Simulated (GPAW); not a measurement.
# Nb (Fm-3m) in GPAW: phonons with optB88-vdW

Aim: the phonons of Nb with optB88-vdW.

All numbers are computed with GPAW 26.7.0; they aren't measurements. Logs are shortened: lines on timing, memory, paths and dates and some standing lists are left out, and cuts for length are marked. The log counts tension as positive stress, the text compression.

**1. Starting point**

It takes space group Fm-3m (No. 225, cubic). Conventional cell: a = 4.230 Å, b = 4.230 Å, c = 4.230 Å, α = 90.00°, β = 90.00°, γ = 90.00°. Nb (site symmetry m-3m) is surrounded by 12 Nb at 2.99 Å.

This isn't the form of Nb at room conditions, which is bcc.

**2. Phonons, optB88-vdW**

run.py

```python
import json
import numpy as np
import spglib
from ase import Atoms
from ase.io import read, write
from phonopy import Phonopy
from phonopy.structure.atoms import PhonopyAtoms
from gpaw import GPAW, PW

atoms = read('Nb.cif')
cell, positions, numbers = spglib.find_primitive(
    (atoms.cell[:], atoms.get_scaled_positions(), atoms.numbers), symprec=1e-4)
atoms = Atoms(numbers, cell=cell, scaled_positions=positions, pbc=True)

calc = GPAW(mode=PW(410),
            xc={'name': 'optB88-vdW', 'backend': 'libvdwxc'},
            kpts={'size': (11, 11, 11), 'gamma': True},
            occupations={'name': 'fermi-dirac', 'width': 0.05},
            nbands=15,
            convergence={'density': 1e-06, 'eigenstates': 1e-09},
            maxiter=60,
            legacy_gpaw=True,
            txt='gpaw.txt')
atoms.calc = calc
energy = atoms.get_potential_energy()
forces = atoms.get_forces()
calc.write('gs.gpw')
write('result.traj', atoms)
print('Cell:', atoms.cell.cellpar().round(4))
print(atoms.get_scaled_positions().round(5))

def force_constants(scale):
    unit = PhonopyAtoms(symbols=atoms.get_chemical_symbols(), cell=atoms.cell[:] * scale**(1 / 3),
                        scaled_positions=atoms.get_scaled_positions())
    ph = Phonopy(unit, supercell_matrix=np.diag([2, 2, 2]), primitive_matrix=np.eye(3), symprec=1e-4)
    ph.generate_displacements(distance=0.01)
    forces = []
    for i, sc in enumerate(ph.supercells_with_displacements):
        a = Atoms(sc.symbols, cell=sc.cell, scaled_positions=sc.scaled_positions, pbc=True)
        c = GPAW(mode=PW(410),
                 xc={'name': 'optB88-vdW', 'backend': 'libvdwxc'},
                 kpts={'size': (6, 6, 6), 'gamma': True},
                 occupations={'name': 'fermi-dirac', 'width': 0.05},
                 nbands=80,
                 convergence={'density': 1e-06, 'eigenstates': 1e-09},
                 maxiter=60,
                 legacy_gpaw=True,
                 txt=f'disp-{scale:.3f}-{i:02d}.txt')
        a.calc = c
        f = a.get_forces()
        forces.append(f - f.mean(axis=0))
        print(f'displacement {i}: drift', f.mean(axis=0).round(5), flush=True)
    ph.forces = forces
    ph.produce_force_constants()
    ph.symmetrize_force_constants()
    return ph

qpoints = [[0.0, 0.0, 0.0], [0.0, 0.0, 0.5], [0.0, 0.5, 0.0], [0.0, 0.5, 0.5], [0.5, 0.0, 0.0], [0.5, 0.0, 0.5], [0.5, 0.5, 0.0], [0.5, 0.5, 0.5]]
results = {}
for scale in [1.0]:
    ph = force_constants(scale)
    ph.run_qpoints(qpoints)
    nu = ph.qpoints.frequencies * 33.35641  # THz to cm^-1
    results[f'{scale:.3f}'] = nu.tolist()
    for qp, f in zip(qpoints, nu):
        print(scale, np.round(qp, 4), f.round(2))

path = atoms.cell.bandpath('GXWKGLUWLK,UX', npoints=60, eps=1e-4)
ph.run_qpoints(path.kpts)
results['path'] = (ph.qpoints.frequencies * 33.35641).tolist()
results['path_q'] = path.kpts.tolist()
x, ticks, names = path.get_linear_kpoint_axis()
results['axis'] = [x.tolist(), list(ticks), names]
ph.run_mesh([15, 15, 15], is_gamma_center=True)
ph.run_thermal_properties(temperatures=[0, 100, 200, 300, 500, 800], cutoff_frequency=0.05)
tp = ph.thermal_properties
results['thermal'] = [list(v) for v in (tp.temperatures, tp.free_energy, tp.entropy, tp.heat_capacity)]
for t, fv, s, cv in zip(*results['thermal']):
    print(f'{t:6.0f} K  F {fv:9.4f} kJ/mol  S {s:9.4f} J/K/mol  Cv {cv:9.4f} J/K/mol')
json.dump(results, open('phonons.json', 'w'))
```

Nb.cif

```cif
data_Nb
_cell_length_a 4.23000000
_cell_length_b 4.23000000
_cell_length_c 4.23000000
_cell_angle_alpha 90.00000000
_cell_angle_beta 90.00000000
_cell_angle_gamma 90.00000000
_space_group_name_H-M_alt 'Fm-3m'
_space_group_name_Hall '-F 4 2 3'
_space_group_IT_number 225
loop_
_space_group_symop_operation_xyz
'x,y,z'
'-x,-y,-z'
'-y,x,z'
'y,-x,-z'
'-x,-y,z'
'x,y,-z'
'y,-x,z'
'-y,x,-z'
'x,-y,-z'
'-x,y,z'
'-y,-x,-z'
'y,x,z'
'-x,y,-z'
'x,-y,z'
'y,x,-z'
'-y,-x,z'
'z,x,y'
'-z,-x,-y'
'z,-y,x'
'-z,y,-x'
'z,-x,-y'
'-z,x,y'
'z,y,-x'
'-z,-y,x'
'-z,x,-y'
'z,-x,y'
'-z,-y,-x'
'z,y,x'
'-z,-x,y'
'z,x,-y'
'-z,y,x'
'z,-y,-x'
'y,z,x'
'-y,-z,-x'
'x,z,-y'
'-x,-z,y'
'-y,z,-x'
'y,-z,x'
'-x,z,y'
'x,-z,-y'
'-y,-z,x'
'y,z,-x'
'-x,-z,-y'
'x,z,y'
'y,-z,-x'
'-y,z,x'
'x,-z,y'
'-x,z,-y'
'x,y+1/2,z+1/2'
'-x,-y+1/2,-z+1/2'
'-y,x+1/2,z+1/2'
[... 62 lines left out ...]
'-z+1/2,-x,-y+1/2'
'z+1/2,-y,x+1/2'
'-z+1/2,y,-x+1/2'
'z+1/2,-x,-y+1/2'
'-z+1/2,x,y+1/2'
'z+1/2,y,-x+1/2'
'-z+1/2,-y,x+1/2'
'-z+1/2,x,-y+1/2'
'z+1/2,-x,y+1/2'
'-z+1/2,-y,-x+1/2'
'z+1/2,y,x+1/2'
'-z+1/2,-x,y+1/2'
'z+1/2,x,-y+1/2'
'-z+1/2,y,x+1/2'
'z+1/2,-y,-x+1/2'
'y+1/2,z,x+1/2'
'-y+1/2,-z,-x+1/2'
'x+1/2,z,-y+1/2'
'-x+1/2,-z,y+1/2'
'-y+1/2,z,-x+1/2'
'y+1/2,-z,x+1/2'
'-x+1/2,z,y+1/2'
'x+1/2,-z,-y+1/2'
'-y+1/2,-z,x+1/2'
'y+1/2,z,-x+1/2'
'-x+1/2,-z,-y+1/2'
'x+1/2,z,y+1/2'
'y+1/2,-z,-x+1/2'
'-y+1/2,z,x+1/2'
'x+1/2,-z,y+1/2'
'-x+1/2,z,-y+1/2'
'x+1/2,y+1/2,z'
'-x+1/2,-y+1/2,-z'
'-y+1/2,x+1/2,z'
'y+1/2,-x+1/2,-z'
'-x+1/2,-y+1/2,z'
'x+1/2,y+1/2,-z'
'y+1/2,-x+1/2,z'
'-y+1/2,x+1/2,-z'
'x+1/2,-y+1/2,-z'
'-x+1/2,y+1/2,z'
'-y+1/2,-x+1/2,-z'
'y+1/2,x+1/2,z'
'-x+1/2,y+1/2,-z'
'x+1/2,-y+1/2,z'
'y+1/2,x+1/2,-z'
'-y+1/2,-x+1/2,z'
'z+1/2,x+1/2,y'
'-z+1/2,-x+1/2,-y'
'z+1/2,-y+1/2,x'
'-z+1/2,y+1/2,-x'
'z+1/2,-x+1/2,-y'
'-z+1/2,x+1/2,y'
'z+1/2,y+1/2,-x'
'-z+1/2,-y+1/2,x'
'-z+1/2,x+1/2,-y'
'z+1/2,-x+1/2,y'
'-z+1/2,-y+1/2,-x'
'z+1/2,y+1/2,x'
'-z+1/2,-x+1/2,y'
'z+1/2,x+1/2,-y'
'-z+1/2,y+1/2,x'
'z+1/2,-y+1/2,-x'
'y+1/2,z+1/2,x'
'-y+1/2,-z+1/2,-x'
'x+1/2,z+1/2,-y'
'-x+1/2,-z+1/2,y'
'-y+1/2,z+1/2,-x'
'y+1/2,-z+1/2,x'
'-x+1/2,z+1/2,y'
'x+1/2,-z+1/2,-y'
'-y+1/2,-z+1/2,x'
'y+1/2,z+1/2,-x'
'-x+1/2,-z+1/2,-y'
'x+1/2,z+1/2,y'
'y+1/2,-z+1/2,-x'
'-y+1/2,z+1/2,x'
'x+1/2,-z+1/2,y'
'-x+1/2,z+1/2,-y'
loop_
_atom_site_label
_atom_site_type_symbol
_atom_site_symmetry_multiplicity
_atom_site_Wyckoff_symbol
_atom_site_fract_x
_atom_site_fract_y
_atom_site_fract_z
_atom_site_occupancy
Nb1 Nb 4 a 0.0000000000 0.0000000000 0.0000000000 1
```

Potentials or basis: GPAW PAW data sets (gpaw-data 1.2.1), pw.

On the command line:

```console
$ OMP_NUM_THREADS=1 python run.py
```

gpaw.txt:

```text
___ ___ ___ _ _ _
 |   |   |_  | | | |
 | | | | | . | | | |
 |__ |  _|___|_____|  26.7.0
 |___|_|

Input parameters:
  convergence: {density: 1e-06,
                eigenstates: 1e-09}
  kpts: {gamma: True,
         size: (11, 11, 11)}
  maxiter: 60
  mode: {ecut: 410.0,
         name: pw}
  nbands: 15
  occupations: {name: fermi-dirac,
                width: 0.05}
  xc: {backend: libvdwxc,
       name: optB88-vdW}

System changes: positions, numbers, cell, pbc, initial_charges, initial_magmoms

Initialize ...

species:
  Nb:
    name:    Niobium
    Z:       41.0
    valence: 13
    core:    28
    charge:  0.0  # [|e|]
    compensation charges:
      type: gauss
      rc: 0.40  # [Å]
      lmax: 2
    cutoffs:
      filter: 2.35  # [Å]
      core: 1.51  # [Å]
    projectors
    | kind |    occ | energy [eV] | rcut [Å] |
    |------|--------|-------------|----------|
    |   4s |  2.000 |     -58.361 |    1.323 |
    |   5s |  1.000 |      -3.980 |    1.323 |
    |   4p |  6.000 |     -34.526 |    1.323 |
    |   5p |  0.000 |      -1.111 |    1.323 |
    |   4d |  4.000 |      -3.041 |    1.244 |
    |    d |        |      24.171 |    1.244 |

    Using partial waves for Nb as LCAO basis

Reference energy: -103906.147789  # eV

Spin-paired calculation

Convergence criteria:
 Maximum [total energy] change in last 3 cyles: 0.0005 eV / valence electron
 Maximum integral of absolute [dens]ity change: 1e-06 electrons / valence electron
 Maximum integral of absolute [eigenst]ate change: 1e-09 eV^2 / valence electron
 Maximum number of scf [iter]ations: 60
 (Square brackets indicate name in SCF output, whereas a 'c' in
 the SCF output indicates the quantity has converged.)

Symmetries present (total): 48

  ( 1  0  0)  ( 1  0  0)  ( 1  0  0)  ( 1  0  0)  ( 1  0 -1)  ( 1  0 -1)
  ( 1  0 -1)  ( 1 -1  0)  ( 0  1  0)  ( 0  0  1)  ( 1  0  0)  ( 1 -1  0)
  ( 1 -1  0)  ( 1  0 -1)  ( 0  0  1)  ( 0  1  0)  ( 1 -1  0)  ( 1  0  0)

  ( 1  0 -1)  ( 1  0 -1)  ( 1 -1  0)  ( 1 -1  0)  ( 1 -1  0)  ( 1 -1  0)
  ( 0  1 -1)  ( 0  0 -1)  ( 1  0  0)  ( 1  0 -1)  ( 0 -1  1)  ( 0 -1  0)
  ( 0  0 -1)  ( 0  1 -1)  ( 1  0 -1)  ( 1  0  0)  ( 0 -1  0)  ( 0 -1  1)

  ( 0  1  0)  ( 0  1  0)  ( 0  1  0)  ( 0  1  0)  ( 0  1 -1)  ( 0  1 -1)
  ( 1  0  0)  ( 0  1 -1)  ( 0  0  1)  (-1  1  0)  ( 1  0 -1)  ( 0  1  0)
  ( 0  0  1)  (-1  1  0)  ( 1  0  0)  ( 0  1 -1)  ( 0  0 -1)  (-1  1  0)

  ( 0  1 -1)  ( 0  1 -1)  ( 0  0  1)  ( 0  0  1)  ( 0  0  1)  ( 0  0  1)
  ( 0  0 -1)  (-1  1  0)  ( 1  0  0)  ( 0  1  0)  ( 0 -1  1)  (-1  0  1)
  ( 1  0 -1)  ( 0  1  0)  ( 0  1  0)  ( 1  0  0)  (-1  0  1)  ( 0 -1  1)

  ( 0  0 -1)  ( 0  0 -1)  ( 0  0 -1)  ( 0  0 -1)  ( 0 -1  1)  ( 0 -1  1)
  ( 1  0 -1)  ( 0  1 -1)  ( 0 -1  0)  (-1  0  0)  ( 1 -1  0)  ( 0  0  1)
  ( 0  1 -1)  ( 1  0 -1)  (-1  0  0)  ( 0 -1  0)  ( 0 -1  0)  (-1  0  1)

  ( 0 -1  1)  ( 0 -1  1)  ( 0 -1  0)  ( 0 -1  0)  ( 0 -1  0)  ( 0 -1  0)
  ( 0 -1  0)  (-1  0  1)  ( 1 -1  0)  ( 0  0 -1)  ( 0 -1  1)  (-1  0  0)
  ( 1 -1  0)  ( 0  0  1)  ( 0 -1  1)  (-1  0  0)  ( 1 -1  0)  ( 0  0 -1)

  (-1  1  0)  (-1  1  0)  (-1  1  0)  (-1  1  0)  (-1  0  1)  (-1  0  1)
  ( 0  1  0)  ( 0  1 -1)  (-1  0  1)  (-1  0  0)  ( 0  0  1)  ( 0 -1  1)
  ( 0  1 -1)  ( 0  1  0)  (-1  0  0)  (-1  0  1)  ( 0 -1  1)  ( 0  0  1)

  (-1  0  1)  (-1  0  1)  (-1  0  0)  (-1  0  0)  (-1  0  0)  (-1  0  0)
  (-1  1  0)  (-1  0  0)  ( 0  0 -1)  ( 0 -1  0)  (-1  1  0)  (-1  0  1)
  (-1  0  0)  (-1  1  0)  ( 0 -1  0)  ( 0  0 -1)  (-1  0  1)  (-1  1  0)

1331 k-points: 11 x 11 x 11 Monkhorst-Pack grid
56 k-points in the irreducible part of the Brillouin zone
       k-points in crystal coordinates                weights
   0:     0.00000000    0.00000000    0.00000000          1/1331
   1:     0.09090909    0.09090909    0.00000000          6/1331
   2:     0.09090909    0.09090909    0.09090909          8/1331
   3:     0.18181818    0.09090909    0.09090909         12/1331
   4:     0.18181818    0.18181818    0.00000000          6/1331
   5:     0.18181818    0.18181818    0.09090909         24/1331
   6:     0.18181818    0.18181818    0.18181818          8/1331
   7:     0.27272727    0.18181818    0.09090909         24/1331
   8:     0.27272727    0.18181818    0.18181818         24/1331
   9:     0.27272727    0.27272727    0.00000000          6/1331
          ...
  55:     0.45454545    0.45454545    0.45454545          8/1331

Wave functions: Plane wave expansion
  Cutoff energy: 410.000 eV
  Number of coefficients (min, max): 338, 369
  Pulay-stress correction: 0.000000 eV/Ang^3 (de/decut=0.000000)
  Using FFTW library
  ScaLapack parameters: grid=1x1, blocksize=None
  Wavefunction extrapolation:
    Improved wavefunction reuse through dual PAW basis

Occupation numbers: Fermi-Dirac:
  width: 0.0500  # eV

Eigensolver
   Davidson(niter=2)

Densities:
  Coarse grid: 14*14*14 grid
  Fine grid: 28*28*28 grid
  Total Charge: 0.000000

Density mixing:
  Method: separate
  Backend: msr1
  Linear mixing parameter: 0.05
  old densities: 10
  Width of damping distribution: 1.1
  Damping of long wavelength oscillations: 20

Hamiltonian:
  XC and Coulomb potentials evaluated on a 28*28*28 grid
  Using the optB88 Exchange-Correlation functional
  External potential:
    NoExternalPotential

XC parameters: optB88 with libvdwxc
  Mode: serial
  Semilocal: GGA_X_OPTB88_VDW+LDA_C_PW with 2 nearest neighbor stencil
  Corresponding non-local functional: vdW-DF
  Local blocksize: 28 x 28 x 28
  PAW datasets: PBE

Number of atoms: 1
Number of atomic orbitals: 13
Number of bands in calculation: 15
Number of valence electrons: 13
Bands to converge: occupied

... initialized

Initializing position-dependent things.

Density initialized from atomic densities
Creating initial wave functions:
  13 bands from LCAO basis set
  2 bands from random numbers

       Nb

Atomic positions and initial magnetic moments

Positions:
   0 Nb     0.000000    0.000000    0.000000    ( 0.0000,  0.0000,  0.0000)

Unit cell:
           periodic     x           y           z      points  spacing
  1. axis:    yes    0.000000    2.115000    2.115000    14     0.1744
  2. axis:    yes    2.115000    0.000000    2.115000    14     0.1744
  3. axis:    yes    2.115000    2.115000    0.000000    14     0.1744

  Lengths:   2.991062   2.991062   2.991062
  Angles:   60.000000  60.000000  60.000000

Effective grid spacing dv^(1/3) = 0.1903

iter:   1   -38.652811
iter:   2   -38.566435   -1.83  -1.14
iter:   3   -38.147880   -1.35  -1.17
iter:   4   -38.124226   -3.06  -1.97
iter:   5   -38.124270   -3.70  -1.95
iter:   6   -38.124252c  -5.77  -3.18
iter:   7   -38.124261c  -5.79  -3.55
iter:   8   -38.124261c  -8.22  -4.27
iter:   9   -38.124261c  -8.82  -4.88
iter:  10   -38.124261c -10.04c -5.33
iter:  11   -38.124261c -11.52c -6.52c

Converged after 11 iterations.

Dipole moment: (0.000000, -0.000000, -0.000000) |e|*Ang

Energy contributions relative to reference atoms: (reference = -103906.147789)

Kinetic:         +2.826024
Potential:       -7.188780
External:        +0.000000
XC:             -33.642237
Entropy (-ST):   -0.011916
Local:           -0.113310
SIC:             +0.000000
--------------------------
Free energy:    -38.130219
Extrapolated:   -38.124261

Non-local optB88 correlation energy: 0.352195
Semilocal GGA_X_OPTB88_VDW+LDA_C_PW energy: -72.651550
(Not including atomic contributions)
Showing only first 2 kpts
 Kpt  Band  Eigenvalues  Occupancy
  0     4      4.88979    2.00000
  0     5     11.03414    0.46002
  0     6     11.03414    0.46002
  0     7     11.03414    0.46002

  1     4      5.28778    2.00000
  1     5     10.64800    1.99704
  1     6     11.27429    0.00489
  1     7     11.27429    0.00489

Fermi level: 10.97373

No gap
No difference between direct/indirect transitions

Forces in eV/Ang:
  0 Nb    0.00000    0.00000    0.00000

Writing to gs.gpw (mode='')
```

It took 6.6 min on 1 thread of Arm Neoverse V1, shared host; peak memory 0.51 GiB.

The run converged, but some of its settings lie outside the range that counts as converged, so its numbers aren't taken as properties of the crystal.

Results:

```
Free energy              : -38.1302 eV
Band gap on the k mesh   : none (metal or under the smearing width)
Highest phonon frequency : 242 cm⁻¹
Most unstable mode       : 57i cm⁻¹
```

Caveat: some modes are imaginary; phonon bands are interpolated from a small supercell.
